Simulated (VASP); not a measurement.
Crystal: Cd2H.

```xyz
3
Lattice="2.7796 0.0000 0.0000 -1.3898 2.4072 0.0000 0.0000 0.0000 4.5960" Properties=species:S:1:pos:R:3 pbc="T T T"
Cd    1.3898    0.8024    3.5370
Cd    0.0000    1.6048    1.3177
H     0.0000    0.0000    0.1273
```

The cell isn't the ideal one: Ni -> Cd on all its sites, in the parent's cell.

| Quantity | Value |
| --- | --- |
| Program | VASP 6.6.1 |
| Task | relaxation of cell and atoms |
| Functional | PBE |
| Potentials or basis | VASP PAW PBE potentials, release 64 (Cd, H) |
| Cutoff | 600 eV |
| k mesh | 9 × 9 × 4 |
| Occupations | gaussian, width 0.1 eV |
| Spin | no spin polarisation |

At the start: pressure 87.2 GPa; volume 10.25 Å³/atom.

Where does the relaxation end?

Over 28 steps the energy falls by 1120.3 meV/atom and the volume is 17.00 Å³/atom (+65.8 %); space group P-3m1 (No. 164, to 0.05 Å).

The path:
```
step  energy change (eV)  largest force (eV/Å)  pressure (GPa)  volume (Å³)
   1              0.0000                1.1692           87.21        30.75
   2             -3.0047                0.0321           -5.97        62.87
   3             -3.2967                0.1336            1.82        48.71
   4             -3.3039                0.1026           -0.96        51.35
   5             -3.3066                0.1122           -0.14        50.47
   6             -3.3061                0.1178            0.30        50.01
   7             -3.3138                0.0931            0.42        49.98
   8             -3.3181                0.0578            0.55        49.94
   9             -3.3196                0.0370            0.87        49.82
  10             -3.3225                0.0256           -0.21        50.86
  11             -3.3225                0.0262           -0.18        50.85
  12             -3.3253                0.0220           -0.46        51.10
  13             -3.3298                0.0207           -0.76        51.47
  14             -3.3291                0.0144           -1.24        52.21
  15             -3.3303                0.0238           -0.98        51.91
  16             -3.3307                0.0231           -0.78        51.69
  17             -3.3320                0.0258           -0.65        51.55
  18             -3.3328                0.0261           -0.51        51.42
  19             -3.3343                0.0199           -0.21        51.15
  20             -3.3400                0.0219            0.18        50.59
  21             -3.3501                0.0367            1.52        49.44
  22             -3.3509                0.0390            1.56        49.41
  23             -3.3518                0.0431            1.76        49.32
  24             -3.3533                0.0398            1.64        49.46
  25             -3.3570                0.0315            1.14        49.86
  26             -3.3606                0.0137            0.34        50.68
  27             -3.3608                0.0092            0.21        50.89
  28             -3.3608                0.0068            0.08        51.00
```

Final structure:
```
Cd H
1.0
     3.58227    0.00000    0.00000
    -1.79114    3.10234    0.00000
     0.00000    0.00000    4.58912
Cd H
2 1
Direct
  0.66667 0.33333 0.76630
  0.33333 0.66667 0.29053
  0.00000 0.00000 0.02718
```

Caveat: the volume moved by over 15 % at a fixed basis, so the end points are rough.
